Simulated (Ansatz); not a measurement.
# Si (Fd-3m) in Ansatz: reference runs

How does Si come out in PBE? The cell is run as given and disturbed.

Everything below comes from runs of Ansatz 0.2.0. Logs are shortened: lines on timing, memory, paths and dates and some standing lists are left out, and cuts for length are marked.

## (1) The crystal as given

It takes space group Fd-3m (No. 227, cubic). The conventional cell has a = 5.444 Å, b = 5.444 Å, c = 5.444 Å, α = 90.00°, β = 90.00°, γ = 90.00°. Si (site symmetry -43m) has 4 Si at 2.36 Å as nearest neighbours.

## (2) Single point, PBE

input.yaml

```yaml
crystal:
  lattice:
    - [0.0, 2.7218511865, 2.7218511865]
    - [2.7218511865, 0.0, 2.7218511865]
    - [2.7218511865, 2.7218511865, 0.0]
  atoms:
    - { symbol: Si, position: [0.5, 0.5, 0.5] }
    - { symbol: Si, position: [0.75, 0.75, 0.75] }
kpoints:
  mp_grid: { grid: [8, 8, 8] }
scf:
  occupations: { method: fermi_dirac, width: 0.05 }
hamiltonian:
  xc: pbe
  pseudopotentials: { kind: all_electron, lapw: { basis_error: 0.001 } }
output:
  forces: true
  stress: true
  eigenvalues: true
  populations: true
```

Potentials or basis: all-electron LAPW, scalar-relativistic.

Command:

```bash
> ansatz run input.yaml --threads 1 --pin off --max-ram 2560MiB --backend cpu --events-out ev --progress --plain --runs-dir out
```

What it wrote:

```text
Warning: RAYON_NUM_THREADS=1 ignored (pool sized by the plan → 1); use --threads N
Si: projections on atomic orbitals take those of the free atom 1s2 2s2 2p6 3s2 3p2, of charge +0.00 (hamiltonian.pseudopotentials.projection_atoms)
LAPW: plane waves up to 7.561 Å⁻¹, error target 1.0e-3 eV per atom; small_component_spin mean_spin; Si in spheres of 1.179 Å, 12 of its electrons in bands, Dirac shells [] (how accurate: hamiltonian.pseudopotentials.lapw.basis_error, Limitations)
Engine: ansatz 0.2.0, aarch64-unknown-linux-gnu
Pseudopotentials: kind: all_electron
Pseudopotential: Si, LAPW, valence charge 12, lapw/all_electron/scalar/gaussian/Si, Koelling and Harmon's equation, gaussian nucleus
Functional definition: PBE
  parameter kappa = 0.804
  parameter beta = 0.06672455060314922
  exchange = pbe_x(kappa = kappa, mu = beta*pi^2/3)
  correlation = pbe_c(beta = beta)
Crystal: 2 atoms, lattice volume = 40.330 Å³
Basis set: ecut = 217.79397285751693 eV, 283 PW (Γ), exchange–correlation at level 2
Bands: 16, of which v1, the nominal top of the filled ones, is band 12 counted from 1 (11 counted from 0)
Symmetry: 48 space group operations
Space group: Fd-3m (ITA 227), of the structure as read, at distance tolerance 3.4e-5 Å
k-points: 29 of 512
Non-local potential: Si, projectors of the file, none
Initial density: superposition of atomic densities (chi_scale 0.1, normalization cell)
Initial wavefunctions: plane waves of lowest kinetic energy (no species holds an atomic orbital)
Functional: x = pbe(κ = 0.804, μ = 0.2195149727645171), c = pbe(β = 0.06672455060314922)
iter 1 solved again at ethr=3.07e-3 eV; its pass at ethr=1.00e-1 eV (dr2=7.38e-1 eV) is discarded
SCF iter   1: F=—  HF=-15784.689675 eV  |F-HF|=—  |Δ(HF+E_count)|=         —  Δρ=4.17e-2  dr2=7.40e-1  ethr=3.07e-3  ⟨swp⟩=2.0  Hψ=3300  notcnv=0
preconditioner: auto → none  [insulator: Δε(μ)=0.910 eV  Ē_g=9.548 eV  σ=0.050 eV  W_gap=1.00  n_scr=14 (ndim 8)  ℏωp=16.5 eV  f_vac=0.000  D(μ)=0.00/eV (n_scr^D=0)  ε∞_Penn≈4.0]
SCF iter   2: F=—  HF=-15784.550122 eV  |F-HF|=—  |Δ(HF+E_count)|=   1.40e-1  Δρ=1.78e-2  dr2=1.18e-1  ethr=3.07e-3  ⟨swp⟩=2.0  Hψ=1316  notcnv=0
iter 3 solved again at ethr=1.45e-6 eV; its pass at ethr=4.90e-4 eV (dr2=3.48e-4 eV) is discarded
SCF iter   3: F=—  HF=-15784.530872 eV  |F-HF|=—  |Δ(HF+E_count)|=   1.93e-2  Δρ=1.23e-3  dr2=3.37e-4  ethr=1.45e-6  ⟨swp⟩=3.0  Hψ=2345  notcnv=0
SCF iter   4: F=—  HF=-15784.531176 eV  |F-HF|=—  |Δ(HF+E_count)|=         —  Δρ=1.33e-4  dr2=4.38e-6  ethr=1.41e-6  ⟨swp⟩=2.9  Hψ=1253  notcnv=0
the basis was enlarged: its passes take 237.2 KiB over the memory plan, 1 of 1 planned eigensolver slots
SCF iter   5: F=—  HF=-15784.531187 eV  |F-HF|=—  |Δ(HF+E_count)|=   1.12e-5  Δρ=2.93e-5  dr2=2.93e-7  ethr=1.82e-8  ⟨swp⟩=3.1  Hψ=1318  notcnv=0
SCF iter   6: F=-15784.531188 eV  HF=-15784.531188 eV  |F-HF|=5.32e-9  |Δ(HF+E_count)|=   1.20e-6  Δρ=3.21e-6  dr2=2.55e-9  ethr=1.22e-9  ⟨swp⟩=3.1  Hψ=1327  notcnv=0
SCF 1 converged in 6 iterations: F = -15784.531188 eV  dr2 = 2.55e-9
SCF converged after 6 iterations
Free energy (F): -15784.531188 eV
Harris-Foulkes:  -15784.531188 eV  (|F-HF|=5.32e-9)
Internal energy: -15784.531163 eV  (E = F + TS)
E sigma→0 (E₀):  -15784.531176 eV
Entropy (-TS):   -0.000026 eV (-0.013 meV/atom)
Fermi energy:    7.670253 eV
--- Per-component energies (eV) ---
  E_band       = -1475.914151
  E_kinetic    = 15829.544932
  E_xc         = -1136.175940
  E_electrostatic = -30477.900155  (all electrons and nuclei)
  E_smearing   = -0.000026  (= −TS)
  E_closure    = 0.000000  (closes the sum)
  E_atoms      = -15773.713766  (free atoms, spherical and without spin; not in F)
  Σ components = -15784.531188   (vs F -15784.531188, Δ=0.00e0)
  Basis errors (estimates in eV, not in F): energy 4.6e-4 per atom: plane waves 4.4e-4 (2.6e-4 summed), levels above the bands 4.4e-54, relativity 8.8e-9, radial functions 2.8e-5, core shells 1.7e-13; eigenvalues (radial functions only) 7.0e-7; not estimated: angular momenta, meshes, grids; target (lapw.basis_error) 1.0e-3; muffin-tin radii Si 1.179 Å
--- Forces (eV/Å), atoms counted from 1 ---
  atom   1  Si    -0.00000000     0.00000000    -0.00000000
  atom   2  Si    -0.00000000    -0.00000000     0.00000000
  max |Σ_I F_I| component: 1.62e-17 eV/Å
--- Stress (GPa, compression-positive) ---
        1.313317       0.000000      -0.000000
        0.000000       1.313317       0.000000
       -0.000000       0.000000       1.313317
  P = ⅓ Tr σ = 1.3133 GPa (13.133 kbar)
--- Band table (eV; the first three rows and the last of 29) ---
  k-point 0: bands = ["-126.3891", "-126.3817", "-82.4283", "-82.4283", "-82.4283", "-82.4119", "-82.4119", "-82.4119", "-4.5354", "7.3770", "7.3770", "7.3770", "9.9350", "9.9350", "9.9350", "10.6536"]
  k-point 1: bands = ["-126.3889", "-126.3819", "-82.4285", "-82.4285", "-82.4281", "-82.4122", "-82.4118", "-82.4118", "-4.3325", "5.7798", "7.0898", "7.0898", "9.8554", "10.3566", "10.3566", "12.0199"]
  k-point 2: bands = ["-126.3883", "-126.3824", "-82.4289", "-82.4289", "-82.4275", "-82.4128", "-82.4113", "-82.4113", "-3.7408", "3.4626", "6.6214", "6.6214", "9.3783", "10.8755", "10.8755", "14.2331"]
  k-point 28: bands = ["-126.3854", "-126.3854", "-82.4307", "-82.4307", "-82.4201", "-82.4201", "-82.4096", "-82.4096", "-0.2573", "-0.2573", "3.5559", "3.5559", "11.6487", "11.6487", "12.3523", "12.3523"]
--- Löwdin populations: 2 sites ---
  site symbol       q [e]
     0     Si     13.9635
     1     Si     13.9635
  spilling = 0.002604 (of n_electrons = 28.000000)
```

It took 3 s on 1 thread of Arm Neoverse V2, shared host; peak memory 0.22 GiB.

What came out:

| Quantity | Value |
| --- | --- |
| Free energy | -15784.5312 eV |
| Pressure | 1.3 GPa |
| Band gap on the k mesh | 0.63 eV, indirect (least direct gap 2.56 eV) |

A k mesh can miss the band edges.

## (3) Equation of state, PBE

Potentials or basis: all-electron LAPW, scalar-relativistic.

This step only gathers the single runs of the series.

What came out:

| Item | Value |
| --- | --- |
| Equilibrium volume | 20.45 Å³/atom |
| Bulk modulus | 89 GPa |
| Pressure derivative of the bulk modulus | 4.3 |

Energy against volume, from the lowest point:
```
volume (Å³/atom)  energy (meV/atom)
          18.955              34.60
          19.358              17.75
          19.761               6.73
          20.165               0.99
          20.568               0.00
          20.971               3.28
          21.375              10.42
```

## (4) Single point, PBE (atoms moved at random, drawn with an rms of 0.05 Å)

input.yaml: that of step 2 with these lines changed.

```diff
@@ -6,4 +6,4 @@
   atoms:
-    - { symbol: Si, position: [0.5, 0.5, 0.5] }
-    - { symbol: Si, position: [0.75, 0.75, 0.75] }
+    - { symbol: Si, position: [0.509307, 0.489359, 0.503172] }
+    - { symbol: Si, position: [0.743873, 0.75191, 0.743863] }
 kpoints:
```

Potentials or basis: all-electron LAPW, scalar-relativistic.

Command:

```bash
> ansatz run input.yaml --threads 1 --pin off --max-ram 2560MiB --backend cpu --events-out ev --progress --plain --runs-dir out
```

What it wrote:

```text
Warning: RAYON_NUM_THREADS=1 ignored (pool sized by the plan → 1); use --threads N
Si: projections on atomic orbitals take those of the free atom 1s2 2s2 2p6 3s2 3p2, of charge +0.00 (hamiltonian.pseudopotentials.projection_atoms)
LAPW: plane waves up to 7.757 Å⁻¹, error target 1.0e-3 eV per atom; small_component_spin mean_spin; Si in spheres of 1.159 Å, 12 of its electrons in bands, Dirac shells [] (how accurate: hamiltonian.pseudopotentials.lapw.basis_error, Limitations)
[... 8 set-up lines as earlier in the session ...]
Crystal: 2 atoms, lattice volume = 40.330 Å³
Basis set: ecut = 229.25536250356706 eV, 331 PW (Γ), exchange–correlation at level 2
Bands: 16, of which v1, the nominal top of the filled ones, is band 12 counted from 1 (11 counted from 0)
Symmetry: 2 space group operations
Space group: P-1 (ITA 2), of the structure as read, at distance tolerance 3.4e-5 Å
k-points: 260 of 512
[... 4 set-up lines as earlier in the session ...]
iter 1 solved again at ethr=3.08e-3 eV; its pass at ethr=1.00e-1 eV (dr2=7.39e-1 eV) is discarded
SCF iter   1: F=—  HF=-15784.659228 eV  |F-HF|=—  |Δ(HF+E_count)|=         —  Δρ=4.20e-2  dr2=7.41e-1  ethr=3.08e-3  ⟨swp⟩=2.0  Hψ=29458  notcnv=0
[... 15 lines left out ...]
Fermi energy:    7.788509 eV
--- Per-component energies (eV) ---
  E_band       = -1476.018192
  E_kinetic    = 15829.630142
  E_xc         = -1136.179584
  E_electrostatic = -30477.950439  (all electrons and nuclei)
  E_smearing   = -0.000264  (= −TS)
  E_closure    = 0.000000  (closes the sum)
  E_atoms      = -15773.713766  (free atoms, spherical and without spin; not in F)
  Σ components = -15784.500145   (vs F -15784.500145, Δ=0.00e0)
  Basis errors (estimates in eV, not in F): energy 4.7e-4 per atom: plane waves 4.5e-4 (2.7e-4 summed), levels above the bands 5.0e-53, relativity 1.1e-8, radial functions 2.8e-5, core shells 3.0e-13; eigenvalues (radial functions only) 5.5e-7; not estimated: angular momenta, meshes, grids; target (lapw.basis_error) 1.0e-3; muffin-tin radii Si 1.159 Å
--- Forces (eV/Å), atoms counted from 1 ---
  atom   1  Si     0.09961682    -0.89495132    -0.08411727
  atom   2  Si    -0.09961682     0.89495132     0.08411727
  max |Σ_I F_I| component: 0.00e0 eV/Å
--- Stress (GPa, compression-positive) ---
        1.563439       0.253543       2.590268
        0.253543       1.276701      -0.296721
        2.590268      -0.296721       1.564486
  P = ⅓ Tr σ = 1.4682 GPa (14.682 kbar)
--- Band table (eV; the first three rows and the last of 260) ---
  k-point 0: bands = ["-126.3944", "-126.3868", "-82.4345", "-82.4337", "-82.4327", "-82.4229", "-82.4172", "-82.4109", "-4.5410", "7.0530", "7.3777", "7.7114", "9.7371", "9.9218", "10.1228", "10.6471"]
  k-point 1: bands = ["-126.3943", "-126.3870", "-82.4346", "-82.4336", "-82.4328", "-82.4227", "-82.4174", "-82.4107", "-4.3400", "5.8677", "6.8064", "7.2663", "9.7783", "10.2289", "10.5184", "12.0445"]
  k-point 2: bands = ["-126.3938", "-126.3875", "-82.4348", "-82.4334", "-82.4332", "-82.4222", "-82.4179", "-82.4104", "-3.7556", "3.5417", "6.3771", "6.7887", "9.3260", "10.6433", "11.0394", "14.2481"]
  k-point 259: bands = ["-126.3921", "-126.3892", "-82.4360", "-82.4349", "-82.4314", "-82.4213", "-82.4152", "-82.4132", "-2.1537", "0.2770", "6.0542", "6.3929", "8.9249", "10.5681", "10.9872", "15.1407"]
--- Löwdin populations: 2 sites ---
  site symbol       q [e]
     0     Si     13.9633
     1     Si     13.9633
  spilling = 0.002622 (of n_electrons = 28.000000)
```

populations.tsv:

```text
# site	symbol	l	j	q
# orbitals = lowdin
# n_electrons = 28.000000
# spilling = 0.002622
# projection_atom_Si: 1s2 2s2 2p6 3s2 3p2
0	Si	0_1S	-	1.999819
0	Si	0_2S	-	1.985340
0	Si	0_3S	-	1.177999
0	Si	1_2P	-	5.996794
0	Si	1_3P	-	2.803343
1	Si	0_1S	-	1.999819
1	Si	0_2S	-	1.985340
1	Si	0_3S	-	1.177999
1	Si	1_2P	-	5.996794
1	Si	1_3P	-	2.803343
```

It took 23 s on 1 thread of Arm Neoverse V2, shared host; peak memory 0.43 GiB.

Results:

| Quantity | Value |
| --- | --- |
| Free energy | -15784.5001 eV |
| Pressure | 1.5 GPa |
| Largest force | 0.904 eV/Å |
| Band gap on the k mesh | 0.23 eV, indirect (least direct gap 2.03 eV) |

Forces on the atoms (eV/Å):
```
Si   0.100 -0.895 -0.084
Si  -0.100  0.895  0.084
```

## (5) The runs side by side

| task | cell | cutoff (eV) | basis error allowed | gap on the mesh (eV) | pressure (GPa) |
| --- | --- | --- | --- | --- | --- |
| single point | as given | 218 | 0.001 eV/atom | 0.63 | 1.3 |
| equation of state | as given | - | 0.0005 eV/atom | - | - |
| single point | atoms moved at random, drawn with an rms of 0.05 Å | 229 | 0.001 eV/atom | 0.23 | 1.5 |

Alike in all rows: level PBE; potentials or basis all-electron LAPW, scalar-relativistic; no spin polarisation; k mesh 8 × 8 × 8; smearing fermi-dirac 0.05 eV.

Compare energies only between runs with the same functional and basis.
